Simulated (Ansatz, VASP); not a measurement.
# SnO: VASP beside Ansatz

Wanted: the spread between two codes on one cell, functional and k mesh. The structure shown is the end of the Ansatz relaxation below.

Main program and level: Ansatz 0.2.0; plane waves, with VASP 6.6.1 beside it; PBE.

## Step 1: Set-up

The cell holds 4 atoms: 2 Sn and 2 O. Cell: a = 5.015 Å, b = 3.367 Å, c = 28.809 Å, α = 90.0°, β = 90.0°, γ = 90.0°. Vacuum lies along c. The height across the vacuum is the one that the program set for its solve, not the one typed.

## Step 2: Ansatz: relaxation, PBE

Ansatz runs on its default PAW (the set named soft_2) files.

This run makes the geometry at which the two programs are then compared.

File input.yaml:

```yaml
crystal:
  lattice:
    - [3.71054344, 0.0, 0.0]
    - [0.0, 3.41346025, 0.0]
    - [0.0, 0.0, 18.92544]
  atoms:
    - { symbol: Sn, position: [0.0, 0.0, 0.56617041] }
    - { symbol: Sn, position: [0.5, 0.5, 0.43382959] }
    - { symbol: O, position: [0.0991, 0.0, 0.4489282] }
    - { symbol: O, position: [0.5991, 0.5, 0.5510718] }
  periodic: [true, true, false]
kpoints:
  mp_grid: { grid: [7, 8, 1] }
scf:
  occupations: { method: fermi_dirac, width: 0.05 }
hamiltonian:
  xc: pbe
  pseudopotentials: { kind: paw }
output:
  forces: true
  stress: true
relax:
  f_tol: 0.02
  max_steps: 50
  cell: {}
```

Launch:

```bash
> ansatz run input.yaml --threads 4 --pin off --max-ram 8192MiB --backend cpu --events-out ev --progress --plain --runs-dir out
```

Numbers of over 12 decimals in the logs are rounded to 6 here.

Output:

```text
Warning: crystal.periodic: the lattice vector that does not repeat stood 0.000° off the slab's normal, 18.925 Å along it as the deck builds it. The run solves the slab on a vector along the normal, 28.809 Å long, with every atom where it was (on the deck's vector they left 16.42 Å outside them, and the widest stretch free of ions among them is 1.93 Å). A fractional position that the run reports is one of the run's ce [...]
crystal.periodic: the lattice vector that does not repeat stood 0.000° off the slab's normal, 18.925 Å along it as the deck builds it. The run solves the slab on a vector along the normal, 28.809 Å long, with every atom where it was (on the deck's vector they left 16.42 Å outside them, and the widest stretch free of ions among them is 1.93 Å). A fractional position that the run reports is one of the run's cell, which [...]
Engine: ansatz 0.2.0, aarch64-unknown-linux-gnu
Pseudopotentials: kind: paw
Pseudopotential: Sn, paw, valence charge 14, recommended cutoff 420 eV (normal), Sn.paw.azcp
Pseudopotential: O, paw, valence charge 6, recommended cutoff 420 eV (normal), O.paw.azcp
Functional definition: PBE
  parameter kappa = 0.804
  parameter beta = 0.066725
  exchange = pbe_x(kappa = kappa, mu = beta*pi^2/3)
  correlation = pbe_c(beta = beta)
Crystal: 4 atoms, lattice volume = 364.892 Å³
Basis set: ecut = 420 eV, 7147 PW (Γ), exchange–correlation on 50×48×400 points (8 copies of the dense FFT grid, shifted against one another)
Bands: 24, of which v1, the nominal top of the filled ones, is band 20 counted from 1 (19 counted from 0)
Symmetry: 4 space group operations
Space group: Pmn21 (ITA 31), of the structure as read, at distance tolerance 7.1e-5 Å
k-points: 20 of 56 (time reversal used)
Non-local potential: Sn, projectors of the file, l = 0: 2, l = 1: 2, l = 2: 2, l = 3: 2
Non-local potential: O, projectors of the file, l = 0: 2, l = 1: 2, l = 2: 1
PAW form: soft (Blöchl's): semilocal exchange-correlation on the pseudo side does not see the compensation charge
PAW one-centre angular grid: Sn, 590 points (default); XC on 64 Gauss nodes
PAW one-centre angular grid: O, 110 points (default); XC on 64 Gauss nodes
Initial density: superposition of atomic densities (neutral atoms: chi_scale 0, normalization atom), corrected by the library's trained network
Initial wavefunctions: pseudopotential atomic-orbital guess
Functional: x = pbe(κ = 0.804, μ = 0.219515), c = pbe(β = 0.066725)
SCF iter   1: F=—  HF=-13182.552418 eV  |F-HF|=—  |Δ(HF+E_count)|=         —  Δρ=1.24e-3  dr2=9.26e-3  ethr=1.77e-3  ⟨swp⟩=10.7  Hψ=3186  notcnv=0
[...]
basis re-selected at this cell: Δ(F+E_penalty+E_count) = -3.159e-2 eV, ΔP = +0.141 N/m vs the last step (what re-selecting the basis moved, of the pressure what is left beyond the Pulay correction that the steps carried, after the strain that the cell walked since its last selection, with what the two solves' SCF thresholds leave and, on support functions, any second-order correction that the steps lacked; it is no measure of the basis error at this ecutwfc). The dense FFT grid was sized anew with the basis: this SCF ran on 36×24×200 points, the steps before it on 32×24×200, so part of this shift can come from that change (see relax.cell in the input reference). [rest of the remark cut]
Crystal: 4 atoms, lattice volume = 491.390 Å³
Basis set: ecut = 420 eV, 9607 PW (Γ), exchange–correlation on 72×48×400 points (8 copies of the dense FFT grid, shifted against one another)
iter 1 solved again at ethr=3.95e-4 eV; its pass at ethr=3.10e-3 eV (dr2=1.58e-1 eV) is discarded
SCF iter   1: F=—  HF=-13183.184923 eV  |F-HF|=—  |Δ(HF+E_count)|=         —  Δρ=6.91e-3  dr2=1.58e-1  ethr=3.95e-4  ⟨swp⟩=2.0  Hψ=3522  notcnv=0
preconditioner: auto → Resta (q_TF=auto, 1.796 Å⁻¹)  ε∞=1.4  [insulator: Δε(μ)=2.803 eV  Ē_g=17.306 eV  σ=0.050 eV  W_gap=1.00  n_scr=38 (ndim 8)  ℏωp=10.6 eV  f_vac=0.788  D(μ)=0.00/eV (n_scr^D=0)  ε∞_Penn≈1.4  vacuum switching on, ρ_ref=2.2e-2 e/Å³]
SCF iter   2: F=—  HF=-13183.140873 eV  |F-HF|=—  |Δ(HF+E_count)|=   4.40e-2  Δρ=3.35e-3  dr2=2.76e-2  ethr=3.95e-4  ⟨swp⟩=2.0  Hψ=712  notcnv=0
SCF iter   3: F=—  HF=-13183.138765 eV  |F-HF|=—  |Δ(HF+E_count)|=   2.11e-3  Δρ=1.72e-3  dr2=1.39e-2  ethr=6.89e-5  ⟨swp⟩=3.1  Hψ=897  notcnv=0
SCF iter   4: F=—  HF=-13183.136102 eV  |F-HF|=—  |Δ(HF+E_count)|=   2.66e-3  Δρ=5.40e-4  dr2=1.04e-3  ethr=3.48e-5  ⟨swp⟩=2.6  Hψ=775  notcnv=0
SCF iter   5: F=—  HF=-13183.135997 eV  |F-HF|=—  |Δ(HF+E_count)|=   1.05e-4  Δρ=9.73e-5  dr2=3.12e-5  ethr=2.60e-6  ⟨swp⟩=2.6  Hψ=713  notcnv=0
SCF iter   6: F=—  HF=-13183.135882 eV  |F-HF|=—  |Δ(HF+E_count)|=   1.15e-4  Δρ=2.38e-5  dr2=1.49e-6  ethr=7.81e-8  ⟨swp⟩=2.4  Hψ=887  notcnv=0
SCF iter   7: F=—  HF=-13183.135883 eV  |F-HF|=—  |Δ(HF+E_count)|=   1.07e-6  Δρ=6.08e-6  dr2=1.68e-7  ethr=3.82e-10  ⟨swp⟩=7.5  Hψ=2471  notcnv=0
SCF iter   8: F=-13183.135883 eV  HF=-13183.135883 eV  |F-HF|=1.10e-8  |Δ(HF+E_count)|=   3.67e-8  Δρ=1.61e-6  dr2=1.36e-8  ethr=3.82e-10  ⟨swp⟩=5.1  Hψ=1717  notcnv=0
SCF 29 converged in 8 iterations: F = -13183.135883 eV  dr2 = 1.36e-8
relax step  29: F+E_penalty+E_count = -13183.13588275 eV  Δ(F+E_penalty+E_count) = +4.205e-3 eV  max|allowed force component| = 1.166e-1 eV/Å  Δτ_max = 0.1518 Å  P = -0.471 N/m  Ω = 491.390 Å³  energy of the carried Pulay correction = -5.145e-3 eV  fix = [c, alpha, beta]  reactions: c -0.000 N/m  (8 SCF iters, dr2 threshold 1.53e-7 eV, accepted)
[...]
relax step  30: F+E_penalty+E_count = -13183.14163782 eV  Δ(F+E_penalty+E_count) = -5.755e-3 eV  max|allowed force component| = 2.272e-3 eV/Å  Δτ_max = 0.0042 Å  P = -0.033 N/m  Ω = 486.474 Å³  energy of the carried Pulay correction = -3.160e-3 eV  fix = [c, alpha, beta]  reactions: c -0.000 N/m  (5 SCF iters, dr2 threshold 4.00e-7 eV, accepted)
[...]
relax step  31: F+E_penalty+E_count = -13183.14535457 eV  Δ(F+E_penalty+E_count) = -3.717e-3 eV  max|allowed force component| = 1.731e-3 eV/Å  Δτ_max = 0.0000 Å  P = +0.006 N/m  Ω = 486.474 Å³  fix = [c, alpha, beta]  reactions: c +0.000 N/m  stress off target by 3.41e-2 N/m on what of the cell is left free  SCF on the basis re-selected at this cell (its energy is not comparable with the rows above)  (7 SCF iters)
basis re-selected at this cell: Δ(F+E_penalty+E_count) = -3.717e-3 eV, ΔP = +0.039 N/m vs the last step (what re-selecting the basis moved, of the pressure what is left beyond the Pulay correction that the steps carried, after the strain that the cell walked since its last selection, with what the two solves' SCF thresholds leave and, on support functions, any second-order correction that the steps lacked; it is no m [...]
SCF converged after 7 iterations
Free energy (F): -13183.145355 eV
Harris-Foulkes:  -13183.145355 eV  (|F-HF|=9.61e-9)
Internal energy: -13183.145355 eV  (E = F + TS)
E sigma→0 (E₀):  -13183.145355 eV
Fermi energy:    -3.851032 eV
--- Per-component energies (eV) ---
  E_band       = -736.202350
  E_kinetic    = 720.531969
  E_local      = -54107.780056  (includes V_loc(G=0)·N_el)
  E_nonlocal   = 31.737146
  E_hartree    = 26888.869759
  E_xc         = -911.557335
  E_vxc        = -378.397519  (∫ρ·V_xc dr)
  E_paw        = -8587.707333  (= ΣΔE_a)
  E_vpaw       = -780.038141  (= ΣTr[D̂ρ^β])
  E_aug_tail   = 0.004803  (compensation charges beyond the density's cutoff)
  E_ewald      = 22782.755691
  E_smearing   = -0.000000  (= −TS)
  E_closure    = -0.000000  (closes the sum)
  Σ components = -13183.145355   (vs F -13183.145355, Δ=0.00e0)
--- Forces (eV/Å), atoms counted from 1 ---
  atom   1  Sn     0.00173111     0.00000000    -0.00096933
  atom   2  Sn     0.00173111     0.00000000     0.00096933
  atom   3  O     -0.00173108     0.00000000     0.00063337
  atom   4  O     -0.00173108     0.00000000    -0.00063337
  max |Σ_I F_I| component: 6.30e-8 eV/Å
--- 2D stress c σ (N/m, compression-positive) ---
        0.034126       0.000000       0.000000
        0.000000      -0.022557       0.000000
        0.000000       0.000000       0.000000
  P = ½ c Tr σ = 0.0058 N/m
--- Relaxed structure (26 steps of the walk, 26 accepted, 5 SCFs on fresh bases) ---
  F+E_penalty+E_count = -13183.14535457 eV   max|allowed force component| = 1.731e-3 eV/Å   (the final SCF, on the basis selected at the relaxed cell)
  cell:  # Å, volume = 486.4737 Å³
    - [5.015185, 2.8045182240621667e-18, 0]
    - [2.5799755839098327e-18, 3.366984, 0]
    - [0, 0, 28.809216]
  atoms:
    - { symbol: Sn, position: [-0.122676, 0, 0.369008] }
    - { symbol: Sn, position: [0.377324, 0.500000, 0.287915] }
    - { symbol: O, position: [0.221776, 0, 0.326278] }
    - { symbol: O, position: [0.721776, 0.500000, 0.330645] }
```

Reading the cycles: dr2 is the Hartree energy of the density residual (eV), the measure of convergence; HF is the Harris–Foulkes estimate of the energy, which meets the free energy F at convergence.

## Step 3: VASP: single point, PBE

The same cell, functional, mesh and smearing now go to VASP, with its own data sets.

Lines of VASP's logs that name or quote its potential files are left out, and so is its time.

File INCAR:

```
SYSTEM = SnO
PREC = Accurate
ENCUT = 520
EDIFF = 1E-06
NELM = 120
ISMEAR = -1
SIGMA = 0.05
LREAL = .FALSE.
ALGO = Normal
GGA = PE
NBANDS = 26
LORBIT = 11
LWAVE = .FALSE.
LCHARG = .FALSE.
ISIF = 2
LDIPOL = .TRUE.
IDIPOL = 3
DIPOL = 0.5 0.5 0.328
LVHAR = .TRUE.
LASPH = .TRUE.
GGA_COMPAT = .FALSE.
EFERMI = MIDGAP
NELMDL = -8
KPAR = 2
```

File POSCAR:

```
SnO
1.0
    5.0151850966      0.0000000000      0.0000000000
    0.0000000000      3.3669835417      0.0000000000
    0.0000000000      0.0000000000     28.8092164969
Sn O
2 2
Direct
    0.8773240973      0.0000000000      0.3690082346
    0.3773240973      0.5000000000      0.2879148720
    0.2217759027      0.0000000000      0.3262782573
    0.7217759027      0.5000000000      0.3306448493
```

File KPOINTS:

```
Automatic mesh
0
Gamma
7 8 1
0 0 0
```

The projector-augmented-wave data sets are Sn_d and O (PBE family, release 64).

Launch:

```bash
> mpirun -np 2 vasp_std
```

Output:

```text
[banner, memory and clock lines left out]
running    2 mpi-ranks, on    1 nodes
 distrk:  each k-point on    1 cores,    2 groups
 distr:  one band on    1 cores,    1 groups

 POSCAR found type information on POSCAR SnO
 POSCAR found :  2 types and       4 ions
 LDA part: xc-table for (Slater+PW92), standard interpolation
 POSCAR, INCAR and KPOINTS ok, starting setup
 FFT: planning ... GRIDC
 FFT: planning ... GRID_SOFT
 FFT: planning ... GRID
 WAVECAR not read
 entering main loop
       N       E                     dE             d eps       ncg     rms          rms(c)
DAV:   1     0.310802945201E+03    0.31080E+03   -0.17722E+04  1344   0.121E+03
DAV:   2     0.330280599950E+02   -0.27777E+03   -0.27265E+03  1358   0.280E+02
DAV:   3    -0.243321457741E+02   -0.57360E+02   -0.57036E+02  1382   0.138E+02
DAV:   4    -0.267052215295E+02   -0.23731E+01   -0.23655E+01  1276   0.321E+01
DAV:   5    -0.267550852852E+02   -0.49864E-01   -0.49782E-01  1336   0.493E+00
DAV:   6    -0.267568443488E+02   -0.17591E-02   -0.17588E-02  1368   0.933E-01
DAV:   7    -0.267569328823E+02   -0.88533E-04   -0.88533E-04  1540   0.185E-01
DAV:   8    -0.267569347309E+02   -0.18486E-05   -0.18485E-05  1282   0.239E-02    0.122E+01
DAV:   9    -0.224517156555E+02    0.43052E+01   -0.22418E+01  1674   0.516E+01    0.506E+00
DAV:  10    -0.225285305187E+02   -0.76815E-01   -0.28303E+00  1112   0.903E+00    0.308E+00
DAV:  11    -0.224866726513E+02    0.41858E-01   -0.66374E-01  1650   0.643E+00    0.107E+00
DAV:  12    -0.224541834375E+02    0.32489E-01   -0.17344E-01  1692   0.390E+00    0.307E-01
DAV:  13    -0.224588404310E+02   -0.46570E-02   -0.23977E-02  1434   0.134E+00    0.319E-01
DAV:  14    -0.224561277181E+02    0.27127E-02   -0.12958E-02  1564   0.109E+00    0.427E-02
[...]
DAV:  20    -0.224571614091E+02   -0.11238E-03   -0.64571E-06   974   0.118E-02    0.218E-03
DAV:  21    -0.224571998131E+02   -0.38404E-04   -0.18351E-06  1006   0.114E-02    0.142E-03
DAV:  22    -0.224572340704E+02   -0.34257E-04   -0.14574E-06   918   0.425E-03    0.803E-04
DAV:  23    -0.224572430886E+02   -0.90182E-05   -0.27593E-07   986   0.347E-03    0.307E-04
DAV:  24    -0.224572503962E+02   -0.73076E-05   -0.16824E-07   918   0.161E-03    0.244E-04
DAV:  25    -0.224572530546E+02   -0.26584E-05   -0.43446E-08   924   0.101E-03    0.231E-04
DAV:  26    -0.224572549149E+02   -0.18603E-05   -0.45478E-08   902   0.799E-04    0.104E-04
DAV:  27    -0.224572551808E+02   -0.26590E-06   -0.48702E-09   866   0.514E-04
   1 F= -.22457255E+02 E0= -.22457255E+02  d E =-.926458E-12
```

From OUTCAR (step 3):

```text
ion  position               nearest neighbor table
   1  0.877  0.000  0.369-   3 2.12   4 2.16   4 2.16
   2  0.377  0.500  0.288-   4 2.12   3 2.16   3 2.16
   3  0.222  0.000  0.326-   1 2.12   2 2.16   2 2.16
   4  0.722  0.500  0.331-   2 2.12   1 2.16   1 2.16

  LATTYP: Found a simple orthorhombic cell.
 ALAT       =     3.3669835417
 B/A-ratio  =     1.4895187441
 C/A-ratio  =     8.5563876806

 Subroutine GETGRP returns: Found  4 space group operations
 (whereof  2 operations were pure point group operations)

The static configuration has the point symmetry C_1h.
 The point group associated with its full space group is C_2v.

 Found     20 irreducible k-points:

   k-points           NKPTS =     20   k-points in BZ     NKDIM =     20   number of bands    NBANDS=     26

   dimension x,y,z NGX =    40 NGY =   28 NGZ =  216
   dimension x,y,z NGXF=    80 NGYF=   56 NGZF=  432

   ENCUT  =  520.0 eV  38.22 Ry    6.18 a.u.   9.32  6.26 53.57*2*pi/ulx,y,z

   NELECT =      40.0000    total number of electrons

 k-points in reciprocal lattice and weights: Automatic mesh
   0.00000000  0.00000000  0.00000000       0.018
   0.14285714  0.00000000  0.00000000       0.036
   0.28571429  0.00000000  0.00000000       0.036
   0.42857143  0.00000000  0.00000000       0.036
   0.00000000  0.12500000  0.00000000       0.036
   0.14285714  0.12500000  0.00000000       0.071
   0.28571429  0.12500000  0.00000000       0.071
   0.42857143  0.12500000  0.00000000       0.071
   0.00000000  0.25000000  0.00000000       0.036
[...]
0.28571429  0.50000000  0.00000000       0.036
   0.42857143  0.50000000  0.00000000       0.036

 dipolmoment           0.000000      0.000000      0.000002 electrons x Angstroem

 average (electrostatic) potential at core
       1-109.4801       2-109.4801       3 -78.2072       4 -78.2072

 E-fermi :  -2.2274

 k-point     1 :       0.0000    0.0000    0.0000
  band No.  band energies     occupation
    ...
     16      -6.9025      2.00000
     17      -6.6328      2.00000
     18      -5.8251      2.00000
     19      -4.8439      2.00000
     20      -3.8384      2.00000
     21      -0.6390      0.00000
     22      -0.5901      0.00000
     23       0.7682      0.00000
     24       1.1387      0.00000
     25       1.5314      0.00000
    ...

 k-point     2 :       0.1429    0.0000    0.0000
  band No.  band energies     occupation
    ...
     16      -6.8550      2.00000
     17      -6.4133      2.00000
     18      -5.8857      2.00000
     19      -4.9592      2.00000
     20      -3.9108      2.00000
     21      -0.6504      0.00000
     22      -0.4460      0.00000
     23       0.4767      0.00000
     24       1.2314      0.00000
     25       1.6716      0.00000
    ...

 k-point     3 :       0.2857    0.0000    0.0000
  band No.  band energies     occupation
    ...
     16      -6.7193      2.00000
     17      -6.1552      2.00000
     18      -6.0507      2.00000
     19      -5.1190      2.00000
     20      -4.1394      2.00000
     21      -0.7510      0.00000
     22      -0.2344      0.00000
     23       0.3081      0.00000
     24       1.4523      0.00000
     25       2.0486      0.00000
    ...

  Total        0.1338754      0.0896580      0.1187260      0.0000000      0.0000000      0.0000000
  in kB        0.4409121      0.2952841      0.3910183      0.0000000      0.0000000      0.0000000
  external PRESSURE =       0.3757381 kB  Pullay stress =       0.0000000 kB

  energy-cutoff  :      520.00
  volume of cell :      486.47
      direct lattice vectors                 reciprocal lattice vectors
     5.015185097  0.000000000  0.000000000     0.199394435  0.000000000  0.000000000
     0.000000000  3.366983542  0.000000000     0.000000000  0.297001749  0.000000000
     0.000000000  0.000000000 28.809216497     0.000000000  0.000000000  0.034711114

 POSITION                                       TOTAL-FORCE (eV/Angst)
 -----------------------------------------------------------------------------------
      4.39994      0.00000     10.63084         0.003017      0.000000      0.080037
      1.89235      1.68349      8.29460         0.003017      0.000000     -0.080037
      1.11225      0.00000      9.39982        -0.003017      0.000000      0.021715
      3.61984      1.68349      9.52562        -0.003017      0.000000     -0.021715
 -----------------------------------------------------------------------------------
    total drift:                               -0.002503     -0.000000     -0.000039

  FREE ENERGIE OF THE ION-ELECTRON SYSTEM (eV)
  ---------------------------------------------------
  free  energy   TOTEN  =       -22.4572551808 eV

  energy  without entropy=      -22.4572551808  energy(sigma->0) =      -22.45725518

 vacuum level on the upper side and lower side of the slab         1.604         1.604

 total charge
# of ion       s       p       d       tot
------------------------------------------
    1        1.279   0.805  10.063  12.147
    2        1.279   0.805  10.063  12.147
    3        1.573   3.423   0.000   4.996
    4        1.573   3.423   0.000   4.996
--------------------------------------------------
tot          5.704   8.456  20.126  34.287

[... 3 further parts left out ...]
```

## Step 4: Side by side

Known differences besides the potentials themselves: Ansatz cuts the interaction across the vacuum, VASP repeats the sheet with a dipole correction (LDIPOL); the cutoff is 420 eV in Ansatz and 520 eV in VASP. Total energies have different zeros and are not compared.

Both answers:

| quantity | Ansatz | VASP | difference |
| --- | --- | --- | --- |
| gap on the k mesh (eV) | 2.730 | 2.720 | +0.010 |

Forces (eV/Å; atoms numbered as in POSCAR):

```csv
atom,"Ansatz x, y, z","VASP x, y, z"
Sn1,"0.002, 0.000, -0.001","0.003, 0.000, 0.080"
Sn2,"0.002, 0.000, 0.001","0.003, 0.000, -0.080"
O3,"-0.002, 0.000, 0.001","-0.003, 0.000, 0.022"
O4,"-0.002, 0.000, -0.001","-0.003, 0.000, -0.022"
```

The forces differ by 34 meV/Å r.m.s., where the r.m.s. force is 0.001 eV/Å in Ansatz and 0.034 eV/Å in VASP: the atoms lie near their places of rest in Ansatz, so a percentage would say little (all taken over all components). A gap on the mesh is an upper bound, since the band edges may lie between its points. Where the cell holds vacuum, a pressure given here is an average over it and none of the material.

## Step 5: What came out

| Quantity | Value |
| --- | --- |
| r.m.s. force difference (single point, PBE) | 34 meV/Å |

**Reading.** The r.m.s. force difference is 34 meV/Å (single point, PBE), beyond the 12 meV/Å picked in this series as the mark of a large difference. What causes the difference of the single point, PBE pair stays open here. Such differences can come from data sets, numerical settings and the points named under the comparisons, not from the functional's error against experiment.

[Lines on the potential files, build, host, timing and source positions are cut from VASP's logs without a mark.]

[Logs are printed without paths, hosts, clocks, repeated set-up lines and the standing remarks that a program may print on its own settings, such as how far it seeks lower states.]

[Hosts, paths, dates, database ids (printed as entryN), source tags and the programs' standing remarks are cut or masked in the printed files.]
